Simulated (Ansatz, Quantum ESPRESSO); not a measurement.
**Ba: the functional in 2 programs**

It takes space group Im-3m (No. 229, cubic). Conventional cell: a = 5.013 Å, b = 5.013 Å, c = 5.013 Å, α = 90.00°, β = 90.00°, γ = 90.00°. Around Ba (site symmetry m-3m) lie 8 Ba at 4.34 Å.

Kept alike: task band structure; k mesh 8 × 8 × 8; occupations fermi-dirac, width 0.05 eV; no spin polarisation. The mesh is that of the run's cell of 1 atom. No spin-orbit coupling.

- A: Ansatz, all-electron LAPW, scalar-relativistic
- B: Quantum ESPRESSO, SG15 PBE 1.2, made for PBE, cutoff 599 eV

```csv
functional,A: pressure (GPa),B: pressure (GPa)
LDA,-1.34,-1.30
PBE,-0.01,-0.02
PBEsol,-0.71,-0.70
```

Pressure is positive in compression; plane-wave values hold the error of the finite cutoff. Values on potentials made for another functional: B at LDA, PBEsol. For a metal such a mesh leaves the last digits unconverged.

Task: How large is the effect of the functional, and do the programs agree on it?

Result: From LDA to PBE the pressure moves by +1.33 in A, +1.28 in B (GPa). Row by row the programs differ by 0.01 to 0.04, and over this span the shifts, as printed, agree within about 4 %. Shifts from LDA: PBE +1.33, +1.28; PBEsol +0.63, +0.60; the programs' shifts differ by up to 0.05.
